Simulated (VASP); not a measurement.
Set up this calculation in VASP 6.6.1, as the native input.

```yaml
Task: single point
Functional: HSE(alpha, omega)
Potentials_or_basis: VASP PAW PBE potentials, release 64 (Ca_sv, O)
Cutoff: 520 eV
k_mesh: 5 × 5 × 5
Occupations: fermi-dirac, width 0.05 eV
Spin: no spin polarisation
Share_of_exact_exchange: 0.05
Grid_for_exact_exchange_PRECFOCK: Fast
Further_INCAR_settings: ALGO = Normal; EDIFF = 1e-07
```

The system is CaO.

```
Ca O
1.0
     0.00000    2.40356    2.40356
     2.40356    0.00000    2.40356
     2.40356    2.40356    0.00000
Ca O
1 1
Direct
  0.00000 0.00000 0.00000
  0.50000 0.50000 0.50000
```

The cell is a database's computed one.

One way to write it, as run:

POSCAR

```
CaO
1.0
    0.0000000000      2.4035556960      2.4035556960
    2.4035556960      0.0000000000      2.4035556960
    2.4035556960      2.4035556960      0.0000000000
Ca O
1 1
Direct
    0.0000000000      0.0000000000      0.0000000000
    0.5000000000      0.5000000000      0.5000000000
```

INCAR.step1

```
SYSTEM = CaO
PREC = Accurate
ENCUT = 520
EDIFF = 1E-5
ISMEAR = -1
SIGMA = 0.05
LREAL = .False.
LASPH = .True.
NELM = 80
ALGO = Normal
ISIF = 2
LWAVE = .True.
LCHARG = .False.
GGA = PE
```

INCAR.step2

```
SYSTEM = CaO
PREC = Accurate
ENCUT = 520
EDIFF = 1E-7
ISMEAR = -1
SIGMA = 0.05
LREAL = .False.
LASPH = .True.
NELM = 80
ALGO = Normal
ISIF = 2
LWAVE = .False.
LCHARG = .False.
GGA = PE
LHFCALC = .True.
HFSCREEN = 0.2
AEXX = 0.05
PRECFOCK = Fast
ISTART = 1
```

KPOINTS

```
Automatic mesh
0
Gamma
  5 5 5
  0 0 0
```

Potentials or basis: VASP PAW PBE potentials, release 64 (Ca_sv, O).

Command:

```sh
$ cat potpaw_PBE.64/Ca_sv/POTCAR potpaw_PBE.64/O/POTCAR > POTCAR
$ cp INCAR.step1 INCAR
$ mpirun -np 1 vasp_std > vasp.out
$ cp INCAR.step2 INCAR
$ mpirun -np 1 vasp_std > vasp.out
```

Results of the run:

```yaml
Pressure: 1.8 GPa
Band_gap_on_the_k_mesh: 4.15 eV, indirect (least direct gap 4.53 eV)
```

Caveat: the k mesh is coarse (spacing up to 0.45 Å⁻¹), so the values aren't converged, least of all with exact exchange; the PAW data sets were made with another functional, which shifts forces and pressure a little; an odd mesh through Γ misses points on the zone boundary, where band edges often lie.

Run time: 2 min on 1 thread of Intel(R) Xeon(R) 6975P-C (Granite Rapids), on a shared host, peak memory 0.26 GiB.
